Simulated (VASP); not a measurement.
# Settings for SiC: self-consistent run

SiC, P1 (no. 1), 2 atoms in the cell. PBE; PAW potentials Si, C (PBE set). VASP 6.6.1. The atoms are moved at random off their ideal places.

Wanted: energy within 1 meV/atom; forces within 0.005 eV/Å; pressure within 0.1 GPa.

POSCAR:
```
SiC
1.0
    0.0000000000      2.1790000000      2.1790000000
    2.1790000000      0.0000000000      2.1790000000
    2.1790000000      2.1790000000      0.0000000000
Si C
1 1
Direct
    0.0067170000     -0.0052090000     -0.0012860000
    0.7544170000      0.7482380000      0.7456880000
```

## FFT grids and symmetry tolerance typed by hand

| FFT grids and symmetry tolerance typed by hand | Energy less reference (meV/atom) | Forces, largest deviation (eV/Å) | Pressure (GPa) | SCF iterations | Time (s) |
|---|---|---|---|---|---|
| default | 0.0 | 0.0000 | 3.03 | 13 | 37 |
| NGX, NGY, NGZ = 28, 28, 28 | 0.0 | 0.0000 | 3.03 | 13 | 78 |
| NGX, NGY, NGZ = 18, 18, 18 | 0.0 | 0.0000 | 3.03 | 13 | 29 |
| NGX, NGY, NGZ = 14, 14, 14 | -1.4 | 0.0007 | 3.05 | 13 | 13 |
| NGX, NGY, NGZ = 12, 12, 12 | 9.4 | 0.0021 | 2.01 | 13 | 12 |
| NGXF, NGYF, NGZF = 32, 32, 32 | 0.0 | 0.0001 | 3.03 | 13 | 36 |
| NGXF, NGYF, NGZF = 64, 64, 64 | 0.0 | 0.0000 | 3.03 | 13 | 38 |
| SYMPREC = 0.001 | -0.1 | 0.0171 | 3.04 | 13 | 21 |
| SYMPREC = 1e-08 | 0.0 | 0.0000 | 3.03 | 13 | 36 |
| EWALD_CUTOFF = 2.0 | -391.7 | 0.0505 | -22.46 | 13 | 35 |
| EWALD_CUTOFF = 8.0 | 0.0 | 0.0000 | 3.03 | 13 | 36 |

Chosen: NGX, NGY, NGZ = 18, 18, 18; it saves 8.0 s of 37, so default would do nearly as well.

## The input

INCAR:
```
ALGO     = Normal         # electronic algorithm
EDIFF    = 1E-7           # SCF threshold, eV
ENCUT    = 450            # plane-wave cutoff, eV
ISIF     = 2              # what is computed and relaxed
ISMEAR   = 0              # smearing method
LASPH    = T              # aspherical terms in the spheres
LCHARG   = F              # write CHGCAR
LREAL    = F              # projectors in reciprocal space
LWAVE    = F              # write WAVECAR
NELM     = 100            # most SCF steps
NGX      = 18           
NGY      = 18           
NGZ      = 18           
PREC     = Accurate       # precision mode
SIGMA    = 0.02           # smearing width, eV
```

KPOINTS:
```
k-points
0
Gamma
  9 9 9
```

Commands:
```
cat potpaw_PBE.64/Si/POTCAR potpaw_PBE.64/C/POTCAR > POTCAR
mpirun -np 1 vasp_std > vasp.out
```

The chosen input took VASP 6.6.1 29 s on 1 core (Intel Xeon Platinum 8259CL @ 2.50GHz (Skylake/Cascade Lake)), a shared host.

## An input that fails: an FFT grid typed too coarse

It runs to its end, but against the unchanged starting input it is off by 522.6 meV/atom in the energy, 0.1129 eV/Å in the forces, 8.19 GPa in the pressure.

Changes against the starting input:
```
+ NGX = 8
+ NGY = 8
+ NGZ = 8
```
